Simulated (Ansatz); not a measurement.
Born–Oppenheimer molecular dynamics of CH4N2O (8 atoms, charge 0, multiplicity 1). It starts at the highest image of a converged band, a first-order saddle point between two minima.

These are results of Ansatz, RKS PBE-D4/6-31G*, not measurements.

| Property | Result |
| --- | --- |
| ensemble | NVE (velocity Verlet) |
| time step | 0.5 fs |
| steps asked | 200 |
| starting velocities drawn for | 300 K |
| seed | 11478 |

Frames 1 fs apart, positions in Å, forces in eV/Å.

Velocities at 25.0 fs (Å/ps):

```
H -60.67 17.91 13.56
N 15.22 -6.62 12.81
C -7.25 -13.11 4.16
N -8.55 -6.24 1.98
O 0.62 16.67 -17.90
H 54.83 52.70 -3.08
H 2.92 2.18 4.33
H -13.27 -2.58 14.26
```

```xyz
8
Properties=species:S:1:pos:R:3:forces:R:3 time_fs=25.0 energy_less_start_eV=-1.365 T=2054
H -1.509 -1.407 0.711 -3.21 -1.53 -0.89
N -0.678 -0.946 0.748 5.91 3.17 -0.68
C -0.285 0.043 -0.304 -0.20 -0.80 1.36
N 1.005 0.576 -0.175 0.09 -0.37 0.34
O -1.019 0.399 -1.195 -1.12 0.26 -0.93
H 0.141 -1.560 0.911 -0.77 0.09 0.23
H 1.317 1.359 -0.803 -0.76 -1.11 0.86
H 1.472 0.461 0.729 0.06 0.28 -0.27
8
Properties=species:S:1:pos:R:3:forces:R:3 time_fs=26.0 energy_less_start_eV=-1.447 T=2158
H -1.581 -1.395 0.721 0.42 -0.10 -0.51
N -0.661 -0.951 0.760 2.13 2.21 -1.39
C -0.293 0.030 -0.299 -0.75 0.15 0.20
N 0.997 0.569 -0.173 0.30 -0.43 0.64
O -1.019 0.415 -1.213 -0.36 -0.49 0.37
H 0.192 -1.508 0.909 -0.89 -0.51 0.36
H 1.317 1.355 -0.794 -0.83 -1.15 0.83
H 1.459 0.460 0.741 -0.03 0.32 -0.50
8
Properties=species:S:1:pos:R:3:forces:R:3 time_fs=27.0 energy_less_start_eV=-1.240 T=1897
H -1.649 -1.384 0.726 2.87 0.57 -0.22
N -0.643 -0.956 0.772 -0.71 1.92 -1.97
C -0.301 0.017 -0.294 -1.07 1.03 -0.80
N 0.989 0.562 -0.170 0.24 -0.83 1.03
O -1.019 0.432 -1.231 0.24 -1.18 1.51
H 0.234 -1.460 0.911 -0.80 -1.05 0.49
H 1.308 1.341 -0.778 -0.72 -0.79 0.49
H 1.446 0.462 0.749 -0.04 0.33 -0.54
8
Properties=species:S:1:pos:R:3:forces:R:3 time_fs=28.0 energy_less_start_eV=-0.948 T=1523
H -1.691 -1.368 0.729 3.97 0.65 0.00
N -0.625 -0.958 0.782 -2.28 2.03 -2.40
C -0.310 0.004 -0.290 -1.14 1.78 -1.56
N 0.980 0.555 -0.167 -0.08 -1.49 1.44
O -1.018 0.448 -1.248 0.66 -1.79 2.44
H 0.269 -1.423 0.917 -0.68 -1.39 0.58
H 1.292 1.320 -0.757 -0.46 -0.08 -0.12
H 1.432 0.467 0.752 0.02 0.29 -0.38
8
Properties=species:S:1:pos:R:3:forces:R:3 time_fs=29.0 energy_less_start_eV=-0.753 T=1273
H -1.695 -1.346 0.731 4.20 0.46 0.18
N -0.608 -0.960 0.791 -2.93 2.17 -2.70
C -0.319 -0.007 -0.287 -0.97 2.39 -2.06
N 0.972 0.547 -0.163 -0.51 -2.20 1.71
O -1.018 0.462 -1.264 0.90 -2.29 3.13
H 0.298 -1.398 0.929 -0.69 -1.49 0.60
H 1.273 1.298 -0.738 -0.14 0.74 -0.80
H 1.419 0.474 0.752 0.13 0.22 -0.07
8
Properties=species:S:1:pos:R:3:forces:R:3 time_fs=30.0 energy_less_start_eV=-0.736 T=1251
H -1.659 -1.319 0.736 3.70 0.08 0.33
N -0.594 -0.959 0.798 -2.77 2.27 -2.87
C -0.330 -0.016 -0.286 -0.58 2.86 -2.31
N 0.964 0.537 -0.157 -0.80 -2.50 1.57
O -1.016 0.475 -1.277 0.99 -2.68 3.62
H 0.319 -1.388 0.946 -0.85 -1.38 0.55
H 1.252 1.283 -0.726 0.05 1.22 -1.19
H 1.406 0.484 0.751 0.25 0.15 0.30
8
Properties=species:S:1:pos:R:3:forces:R:3 time_fs=31.0 energy_less_start_eV=-0.850 T=1392
H -1.589 -1.292 0.743 2.11 -0.61 0.42
N -0.581 -0.958 0.802 -1.52 2.49 -2.87
C -0.341 -0.022 -0.287 -0.05 3.18 -2.37
N 0.955 0.526 -0.151 -0.73 -2.06 0.94
O -1.015 0.487 -1.289 0.98 -2.97 3.91
H 0.333 -1.391 0.969 -1.07 -1.11 0.42
H 1.231 1.279 -0.724 -0.01 0.99 -1.02
H 1.397 0.495 0.752 0.30 0.09 0.57
8
Properties=species:S:1:pos:R:3:forces:R:3 time_fs=32.0 energy_less_start_eV=-0.872 T=1416
H -1.499 -1.271 0.754 -1.14 -1.80 0.42
N -0.570 -0.954 0.805 1.28 3.15 -2.69
C -0.352 -0.027 -0.289 0.52 3.34 -2.25
N 0.945 0.513 -0.143 -0.34 -1.06 0.08
O -1.012 0.497 -1.298 0.88 -3.15 4.04
H 0.336 -1.404 0.996 -1.21 -0.78 0.25
H 1.210 1.284 -0.733 -0.21 0.24 -0.42
H 1.389 0.507 0.759 0.21 0.04 0.58
8
Properties=species:S:1:pos:R:3:forces:R:3 time_fs=33.0 energy_less_start_eV=-0.680 T=1179
H -1.421 -1.268 0.770 -5.03 -3.22 0.38
N -0.557 -0.949 0.806 4.50 4.09 -2.41
C -0.362 -0.028 -0.293 1.07 3.32 -1.99
N 0.935 0.499 -0.136 0.21 0.05 -0.60
O -1.009 0.505 -1.304 0.71 -3.23 4.02
H 0.328 -1.425 1.024 -1.09 -0.45 0.05
H 1.187 1.292 -0.745 -0.38 -0.55 0.23
H 1.384 0.520 0.771 0.00 0.00 0.33
8
Properties=species:S:1:pos:R:3:forces:R:3 time_fs=34.0 energy_less_start_eV=-0.686 T=1188
H -1.389 -1.294 0.789 -5.29 -3.30 0.42
N -0.541 -0.940 0.805 3.83 3.80 -2.21
C -0.372 -0.027 -0.299 1.56 3.09 -1.60
N 0.925 0.486 -0.130 0.75 0.95 -0.95
O -1.006 0.511 -1.309 0.48 -3.21 3.85
H 0.309 -1.450 1.054 -0.66 -0.22 -0.13
H 1.161 1.295 -0.755 -0.40 -1.05 0.68
H 1.379 0.532 0.787 -0.27 -0.06 -0.06
8
Properties=species:S:1:pos:R:3:forces:R:3 time_fs=35.0 energy_less_start_eV=-0.918 T=1475
H -1.404 -1.351 0.812 -1.71 -1.46 0.33
N -0.524 -0.929 0.803 -0.80 1.71 -1.86
C -0.381 -0.024 -0.306 1.96 2.67 -1.11
N 0.916 0.473 -0.123 1.19 1.52 -1.06
O -1.002 0.515 -1.311 0.20 -3.09 3.56
H 0.285 -1.478 1.082 -0.07 -0.07 -0.30
H 1.130 1.288 -0.759 -0.27 -1.15 0.84
H 1.371 0.544 0.802 -0.50 -0.12 -0.41
8
Properties=species:S:1:pos:R:3:forces:R:3 time_fs=36.0 energy_less_start_eV=-0.891 T=1442
H -1.437 -1.422 0.838 1.31 0.50 0.03
N -0.506 -0.917 0.799 -4.67 -0.53 -1.24
C -0.388 -0.018 -0.315 2.28 2.09 -0.54
N 0.908 0.461 -0.118 1.47 1.73 -1.00
O -0.999 0.517 -1.310 -0.14 -2.87 3.13
H 0.260 -1.506 1.108 0.39 0.11 -0.48
H 1.097 1.270 -0.756 -0.01 -0.85 0.68
H 1.359 0.555 0.813 -0.63 -0.17 -0.58
```

Of the whole run (100 fs, mean temperature of the second half 1396 K): The conserved energy stayed within 0.94 meV per atom of its start (net change -0.26 meV per atom), so the integration is sound. The system heated up, since it started high on the potential surface and ran downhill. A run of 0.1 ps of so small a system gives no equilibrium averages. The orbitals stay closed-shell, which can raise the energy where a bond breaks towards radicals; this wasn't checked here.

Time of the run: 5.4 min on 1 thread of Arm Neoverse V1 (shared host), peak memory 0.11 GiB.
